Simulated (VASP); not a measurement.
Input of a VASP 6.6.1 run:

Contents of INCAR:

```
SYSTEM = SnSe2
PREC = Accurate
ENCUT = 520
EDIFF = 1E-6
ISMEAR = 0
SIGMA = 0.15
LREAL = .False.
LASPH = .True.
NELM = 100
ALGO = Normal
ISIF = 2
LWAVE = .False.
LCHARG = .False.
LDIPOL = .True.
IDIPOL = 3
DIPOL = 0.5 0.5 0.489
GGA = PE
NBANDS = 35
```

The input KPOINTS:

```
regular mesh
0
Gamma
  4 4 1
  0 0 0
```

The input POSCAR:

```
SnSe2
1.0
    3.8110000000      0.0000000000      0.0000000000
   -1.9055000000      3.3004228138      0.0000000000
    0.0000000000      0.0000000000     22.7441360000
Sn Se
2 4
Direct
    0.0000000000      0.0000000000      0.2638042615
    0.0000000000      0.0000000000      0.5335880862
    0.3333330000      0.6666670000      0.3309804338
    0.6666670000      0.3333330000      0.4664119138
    0.3333330000      0.6666670000      0.6007642585
    0.6666670000      0.3333330000      0.7361957385
```

Potentials or basis: VASP PAW PBE potentials, release 64 (Sn_d, Se).

Run with:

```bash
$ cat potpaw_PBE.64/Sn_d/POTCAR potpaw_PBE.64/Se/POTCAR > POTCAR
$ mpirun -np 1 vasp_std > vasp.out
```

Problem. What does it give for the band gap on the k mesh?

Solution. None (metal or under the smearing width).

Problem. What does it give for the largest force?

Solution. 1.109 eV/Å.

Forces on the atoms (eV/Å):
```
Sn   0.000  0.000 -0.684
Sn   0.000  0.000  0.059
Se   0.000  0.000  0.595
Se   0.000  0.000 -0.845
Se   0.000  0.000  1.109
Se   0.000  0.000 -0.235
```

Caveat: the k mesh is coarse (spacing up to 0.48 Å⁻¹), so the values aren't converged.
